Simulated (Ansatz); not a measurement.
# Σ5 (310) boundary in bcc Nb, starting shift (0.5, 0): structure and resistance, part 3 of 3

Aim: the relaxed structure and the specific resistance of the Σ5 (310) boundary in bcc Nb, starting shift (0.5, 0).

Ansatz 0.2.0; Ansatz plane-wave DFT, PBE, PAW files; relaxation of a bicrystal slab with its lowest layers held; PAW set soft_1 (the session's first sound run).

So far. Step 3 (Transmission across the boundary): Over the solved energies the transmission per spin lies between 1.93 and 2.32, out of 4.26 channels of the lead on average (up to 4.71). The log calls the step of a lead's potential too much. Step 4 (Specific resistance): Averaged over the energies near the Fermi level, 49.9 % of the channels pass, which makes 0.527 fΩ m².

### 5. Single-crystal slab for reference

The free faces cost energy too. A single-crystal slab with the same faces and held layers is relaxed, so that they cancel.

This step: Ansatz plane-wave DFT, PBE, PAW files; relaxation of a single-crystal slab with its lowest layers held; PAW set soft_1 (Ansatz 0.2.0).

System of this step: Nb slab, plane (3, 1, 0). The cell holds 19 atoms: 19 Nb. Cell: a = 5.483 Å, b = 3.306 Å, c = 29.820 Å, α = 90.0°, β = 90.0°, γ = 72.5°. It derives from Nb. Vacuum lies along c.

input.yaml

```yaml
crystal:
  lattice:
    - [5.4828782722, 0.0, 0.0]
    - [0.9968869586, 3.1524333588, 0.0]
    - [0.0, 0.0, 29.8197895304]
  atoms:
    - { symbol: Nb, position: [0.8000000002, 0.6000000002, 0.1676738863] }
    - { symbol: Nb, position: [0.2000000001, 0.9000000002, 0.2027359669] }
    - { symbol: Nb, position: [0.6000000001, 0.2000000002, 0.2377980474] }
    - { symbol: Nb, position: [1.0e-10, 0.5000000002, 0.272860128] }
    - { symbol: Nb, position: [0.4000000001, 0.8000000002, 0.3079222086] }
    - { symbol: Nb, position: [0.8000000001, 0.1000000002, 0.3429842891] }
    - { symbol: Nb, position: [0.2000000001, 0.4000000002, 0.3780463697] }
    - { symbol: Nb, position: [0.6000000001, 0.7000000001, 0.4131084502] }
    - { symbol: Nb, position: [1.0e-10, 1.0e-10, 0.4481705308] }
    - { symbol: Nb, position: [0.4000000001, 0.3000000001, 0.4832326114] }
    - { symbol: Nb, position: [0.8000000001, 0.6000000001, 0.5182946919] }
    - { symbol: Nb, position: [0.2000000001, 0.9000000001, 0.5533567725] }
    - { symbol: Nb, position: [0.6000000001, 0.2000000001, 0.588418853] }
    - { symbol: Nb, position: [0.0, 0.5000000001, 0.6234809336] }
    - { symbol: Nb, position: [0.4, 0.8000000001, 0.6585430142] }
    - { symbol: Nb, position: [0.8, 0.1, 0.6936050947] }
    - { symbol: Nb, position: [0.2, 0.4, 0.7286671753] }
    - { symbol: Nb, position: [0.6, 0.7, 0.7637292558] }
    - { symbol: Nb, position: [0.0, 0.0, 0.7987913364] }
kpoints:
  mp_grid: { grid: [7, 7, 1] }
hamiltonian:
  xc: pbe
  pseudopotentials: { kind: paw, azcp: { folder: soft_1 } }
scf:
  occupations: { method: fermi_dirac, width: 0.1 }
relax:
  f_tol: 0.03
  max_steps: 80
  constraints: [{ sites: [0, 1, 2] }]
```

Launch:

```bash
$ ansatz run input.yaml --threads 4 --pin off --max-ram 15360MiB --backend cpu --events-out ev --progress --plain --runs-dir out
```

Numbers of over 12 decimals in the logs are rounded to 6 here.

The log of the run:

```text
Warning: crystal.symmetry: narrowed to the stabiliser of the relax constraints — unitary ops 4 → 2; lowered at sites 0, 1, 2, 16, 17, 18 (the operations that carried what is held of a site onto what its image site leaves free; the constrained walk keeps no symmetry that its constraints do not admit)
[...]
Crystal: 19 atoms, lattice volume = 515.417 Å³
Basis set: ecut = 420 eV, 10111 PW (Γ), exchange–correlation on 80×48×400 points (8 copies of the dense FFT grid, shifted against one another)
Bands: 149, of which v1, the nominal top of the filled ones, is band 124 counted from 1 (123 counted from 0)
Symmetry: 2 space group operations
k-points: 16 of 49 (time reversal used)
[...]
SCF iter   1: F=—  HF=-86506.472473 eV  |F-HF|=—  |Δ(HF+E_count)|=         —  Δρ=7.65e-2  dr2=5.28e2  ethr=3.10e-3  ⟨swp⟩=8.4  Hψ=11121  notcnv=0
[...]
SCF iter  10: F=-86488.975354 eV  HF=-86488.975356 eV  |F-HF|=2.10e-6  |Δ(HF+E_count)|=   2.60e-6  Δρ=9.90e-6  dr2=3.17e-6  ethr=9.11e-9  ⟨swp⟩=5.2  Hψ=7773  notcnv=0
SCF 1 converged in 10 iterations: F = -86488.975354 eV  dr2 = 3.17e-6
[...]
relax step   1: F+E_penalty+E_count = -86488.97535424 eV  Δ(F+E_penalty+E_count) = +0.000e0 eV  max|allowed force component| = 1.621e0 eV/Å  Δτ_max = 0.0000 Å  (10 SCF iters, dr2 threshold 2.25e-5 eV, accepted)
[...]
SCF iter   6: F=-86489.213005 eV  HF=-86489.213028 eV  |F-HF|=2.32e-5  |Δ(HF+E_count)|=   5.86e-5  Δρ=4.41e-5  dr2=3.14e-5  ethr=4.05e-8  ⟨swp⟩=3.1  Hψ=9321  notcnv=0
SCF 2 converged in 6 iterations: F = -86489.213005 eV  dr2 = 3.14e-5
relax step   2: F+E_penalty+E_count = -86489.21300511 eV  Δ(F+E_penalty+E_count) = -2.377e-1 eV  max|allowed force component| = 2.589e-1 eV/Å  Δτ_max = 0.1949 Å  (6 SCF iters, dr2 threshold 1.00e-4 eV, accepted)
SCF iter   1: F=—  HF=-86489.254855 eV  |F-HF|=—  |Δ(HF+E_count)|=         —  Δρ=4.33e-3  dr2=1.14e0  ethr=2.74e-3  ⟨swp⟩=2.9  Hψ=3510  notcnv=0  defer=1
[...]
SCF iter   6: F=-86489.225556 eV  HF=-86489.225557 eV  |F-HF|=7.48e-7  |Δ(HF+E_count)|=   2.46e-6  Δρ=8.97e-6  dr2=1.38e-6  ethr=1.70e-9  ⟨swp⟩=5.0  Hψ=8580  notcnv=0
SCF 3 converged in 6 iterations: F = -86489.225556 eV  dr2 = 1.38e-6
relax step   3: F+E_penalty+E_count = -86489.22555626 eV  Δ(F+E_penalty+E_count) = -1.255e-2 eV  max|allowed force component| = 1.197e-1 eV/Å  Δτ_max = 0.0366 Å  (6 SCF iters, dr2 threshold 4.19e-6 eV, accepted)
[...]
relax step   4: F+E_penalty+E_count = -86489.22970404 eV  Δ(F+E_penalty+E_count) = -4.148e-3 eV  max|allowed force component| = 7.841e-2 eV/Å  Δτ_max = 0.0398 Å  (7 SCF iters, accepted)
[...]
relax step   5: F+E_penalty+E_count = -86489.22989999 eV  Δ(F+E_penalty+E_count) = -1.959e-4 eV  max|allowed force component| = 1.282e-1 eV/Å  Δτ_max = 0.0215 Å  (6 SCF iters, dr2 threshold 1.31e-6 eV, accepted)
[...]
relax step   6: F+E_penalty+E_count = -86489.23096744 eV  Δ(F+E_penalty+E_count) = -1.067e-3 eV  max|allowed force component| = 1.759e-2 eV/Å  Δτ_max = 0.0114 Å  (5 SCF iters, dr2 threshold 7.05e-6 eV, accepted)
[...]
SCF iter   3: F=-86489.230969 eV  HF=-86489.230969 eV  |F-HF|=3.76e-8  |Δ(HF+E_count)|=   8.21e-8  Δρ=2.10e-6  dr2=6.33e-8  ethr=4.05e-11  ⟨swp⟩=3.4  Hψ=9475  notcnv=0
SCF 7 converged in 3 iterations: F = -86489.230969 eV  dr2 = 6.33e-8
relax step   7: F+E_penalty+E_count = -86489.23096923 eV  Δ(F+E_penalty+E_count) = -1.787e-6 eV  max|allowed force component| = 1.777e-2 eV/Å  Δτ_max = 0.0000 Å  (3 SCF iters, accepted)
SCF converged after 3 iterations
Free energy (F): -86489.230969 eV
[...]
Internal energy: -86488.342732 eV  (E = F + TS)
E sigma→0 (E₀):  -86488.786851 eV
Entropy (-TS):   -0.888237 eV (-46.749 meV/atom)
Fermi energy:    10.729345 eV
[...]
--- Forces (eV/Å), atoms counted from 1 ---
  atom   1  Nb     0.14199794    -0.04490369     1.54718174
  atom   2  Nb    -0.47852478     0.15132282    -0.59449196
  atom   3  Nb     0.34156397    -0.10801201    -0.94627067
  atom   4  Nb     0.00063196    -0.00019984    -0.00264520
  atom   5  Nb    -0.00051597     0.00016316     0.00094123
  atom   6  Nb    -0.00096707     0.00030581    -0.00087495
  atom   7  Nb    -0.00151081     0.00047776    -0.00257268
  atom   8  Nb    -0.00216903     0.00068591    -0.00512014
  atom   9  Nb    -0.00335697     0.00106157    -0.00140109
  atom  10  Nb    -0.00021849     0.00006909    -0.00026273
  atom  11  Nb     0.00242038    -0.00076539     0.00738899
  atom  12  Nb     0.00141825    -0.00044849    -0.00015354
  atom  13  Nb    -0.00311944     0.00098645     0.00031839
  atom  14  Nb     0.00740183    -0.00234067    -0.01776949
  atom  15  Nb    -0.00832505     0.00263261    -0.00386581
  atom  16  Nb    -0.00111830     0.00035364     0.01540037
  atom  17  Nb    -0.00481491     0.00152261    -0.00660035
  atom  18  Nb     0.00466616    -0.00147557    -0.00399120
  atom  19  Nb     0.00450090    -0.00142331     0.01467208
  max |Σ_I F_I| component: 1.17e-4 eV/Å
--- Relaxed structure (7 steps of the walk, 7 accepted, 0 SCFs on fresh bases) ---
  F+E_penalty+E_count = -86489.23096923 eV   max|allowed force component| = 1.777e-2 eV/Å
  atoms:
    - { symbol: Nb, position: [0.800000, 0.600000, 0.167674] }
    - { symbol: Nb, position: [0.200000, 0.900000, 0.202736] }
    - { symbol: Nb, position: [0.600000, 0.200000, 0.237798] }
    - { symbol: Nb, position: [-0.0058135, 0.502907, 0.271071] }
    - { symbol: Nb, position: [0.391327, 0.804336, 0.307751] }
    - { symbol: Nb, position: [0.796694, 0.101653, 0.342829] }
    - { symbol: Nb, position: [0.196841, 0.401580, 0.378057] }
    - { symbol: Nb, position: [0.595442, 0.702279, 0.413011] }
    - { symbol: Nb, position: [-0.00489724, 0.00244862, 0.448078] }
    - { symbol: Nb, position: [0.394235, 0.302882, 0.483487] }
    - { symbol: Nb, position: [0.793576, 0.603212, 0.518664] }
    - { symbol: Nb, position: [0.193922, 0.903039, 0.554051] }
    - { symbol: Nb, position: [0.593934, 0.203033, 0.589026] }
    - { symbol: Nb, position: [-0.00480673, 0.502403, 0.623864] }
    - { symbol: Nb, position: [0.398551, 0.800725, 0.658851] }
    - { symbol: Nb, position: [0.798581, 0.100709, 0.695240] }
    - { symbol: Nb, position: [0.198756, 0.400622, 0.729983] }
    - { symbol: Nb, position: [0.615215, 0.692392, 0.765359] }
    - { symbol: Nb, position: [0.00757394, -0.00378697, 0.792184] }
```

Wall time 4.4 min (4 threads of Arm Neoverse V1, shared host); peak memory 2.1 GiB.

Relaxation path:

| step | energy less that of the first step (eV) | largest force component (eV/Å) |
| --- | --- | --- |
| 1 | 0.0000 | 1.6207 |
| 2 | -0.2377 | 0.2589 |
| 3 | -0.2502 | 0.1197 |
| 4 | -0.2544 | 0.0784 |
| 5 | -0.2545 | 0.1282 |
| 6 | -0.2556 | 0.0176 |
| 7 | -0.2556 | 0.0178 |

The atoms that moved most (Å):

| atom | dx | dy | dz | length |
| --- | --- | --- | --- | --- |
| Nb19 | 0.038 | -0.012 | -0.197 | 0.201 |
| Nb18 | 0.076 | -0.024 | 0.049 | 0.093 |
| Nb4 | -0.029 | 0.009 | -0.053 | 0.061 |
| Nb16 | -0.007 | 0.002 | 0.049 | 0.049 |
| Nb5 | -0.043 | 0.014 | -0.005 | 0.046 |
| Nb17 | -0.006 | 0.002 | 0.039 | 0.040 |
| Nb12 | -0.030 | 0.010 | 0.021 | 0.038 |
| Nb13 | -0.030 | 0.010 | 0.018 | 0.037 |

Final coordinates:

```xyz
19
Lattice="5.4829 0.0000 0.0000 0.9969 3.1524 0.0000 0.0000 0.0000 29.8198" Properties=species:S:1:pos:R:3
Nb    4.9844    1.8915    5.0000
Nb    1.9938    2.8372    6.0455
Nb    3.4891    0.6305    7.0911
Nb    0.4695    1.5854    8.0833
Nb    2.9474    2.5356    9.1771
Nb    4.4695    0.3205   10.2231
Nb    1.4796    1.2660   11.2736
Nb    3.9648    2.2139   12.3159
Nb   -0.0244    0.0077   13.3616
Nb    2.4635    0.9548   14.4175
Nb    4.9524    1.9016   15.4664
Nb    1.9635    2.8468   16.5217
Nb    3.4589    0.6400   17.5646
Nb    0.4745    1.5838   18.6035
Nb    2.9834    2.5242   19.6468
Nb    4.4789    0.3175   20.7319
Nb    1.4891    1.2629   21.7680
Nb    4.0634    2.1827   22.8228
Nb    0.0378   -0.0119   23.6228
```

This step gave:

| Item | Value |
| --- | --- |
| free energy | -86489.2310 eV |
| energy at zero smearing | -86488.7869 eV |
| Fermi energy | 10.73 eV |

The largest force component on a free atom ends at 0.018 eV/Å, under the tolerance of 0.03, after 7 steps.

### 6. Bulk reference

The perfect crystal gives the energy per atom, for the atoms by which bicrystal and slab differ.

This step: Ansatz plane-wave DFT, PBE, PAW files; bulk reference; PAW set soft_1 (Ansatz 0.2.0).

System of this step: Nb. The structure is cubic, space group Im-3m (No. 229). Conventional cell: a = 3.306 Å, b = 3.306 Å, c = 3.306 Å, α = 90.00°, β = 90.00°, γ = 90.00°. Nearest to Nb lie 8 Nb at 2.86 Å.

input.yaml, the sections that differ from step 5:

```yaml
crystal:
  lattice:
    - [-1.65315, 1.65315, 1.65315]
    - [1.65315, -1.65315, 1.65315]
    - [1.65315, 1.65315, -1.65315]
  atoms:
    - { symbol: Nb, position: [0.0, 0.0, 0.0] }
kpoints:
  mp_grid: { grid: [18, 18, 18] }
# hamiltonian, scf: as in step 5
# relax: removed
```

The log of the run:

```text
[...]
Crystal: 1 atoms, lattice volume = 18.072 Å³
Basis set: ecut = 420 eV, 369 PW (Γ)
Bands: 11, of which v1, the nominal top of the filled ones, is band 7 counted from 1 (6 counted from 0)
Symmetry: 48 space group operations
[...]
k-points: 195 of 5832
[...]
SCF iter   1: F=—  HF=-4552.789131 eV  |F-HF|=—  |Δ(HF+E_count)|=         —  Δρ=7.76e-2  dr2=1.22e0  ethr=3.10e-3  ⟨swp⟩=5.0  Hψ=11646  notcnv=0
[...]
SCF iter   6: F=-4552.340375 eV  HF=-4552.340375 eV  |F-HF|=2.91e-9  |Δ(HF+E_count)|=   8.13e-9  Δρ=1.02e-5  dr2=6.31e-9  ethr=7.69e-10  ⟨swp⟩=2.0  Hψ=4193  notcnv=0
SCF 1 converged in 6 iterations: F = -4552.340375 eV  dr2 = 6.31e-9
[...]
SCF converged after 6 iterations
Free energy (F): -4552.340375 eV
[...]
Internal energy: -4552.291524 eV  (E = F + TS)
E sigma→0 (E₀):  -4552.315950 eV
Entropy (-TS):   -0.048851 eV (-48.851 meV/atom)
Fermi energy:    17.737132 eV
[...]
```

Wall time 0.56 s (4 threads); peak memory 0.29 GiB; 1.8 s of CPU time.

This step gave:

```
free energy             : -4552.3404 eV
energy at zero smearing : -4552.3159 eV
Fermi energy            : 17.74 eV
```

### 7. Boundary energy

This step: Ansatz plane-wave DFT, PBE, PAW files; bicrystal less single-crystal slab less bulk atoms, a boundary area; PAW set soft_1 (Ansatz 0.2.0).

Numbers from this step:

```yaml
excess_energy_of_the_cell: 1.274 eV
boundary_energy: 1.181 J/m²
```

The boundary costs 1.2 J/m².

By hand: 1.27 eV / 17.28 Å² × 16.02 = 1.18 J/m².

### 8. What came out

| Quantity | Value |
| --- | --- |
| specific resistance of the boundary | 0.527 fΩ m² |
| share of channels that pass | 0.499 |
| boundary energy | 1.18 J/m² |

The boundary has a specific resistance of 0.53 fΩ m² and an energy of 1.2 J/m². The boundary reflects 50 % of the channels; 0.53 fΩ m² is 5.3×10⁻¹² Ω·cm². One starting structure was relaxed; another shift or atom count at the boundary may lie lower. A lead's potential steps by up to 35 meV from period to period, which the log calls too much, so longer leads could move the result.

[Logs are printed without paths, hosts, clocks, repeated set-up lines and the standing remarks that a program may print on its own settings, such as how far it seeks lower states.]

[Hosts, paths, dates, database ids (printed as entryN), source tags and the programs' standing remarks are cut or masked in the printed files.]
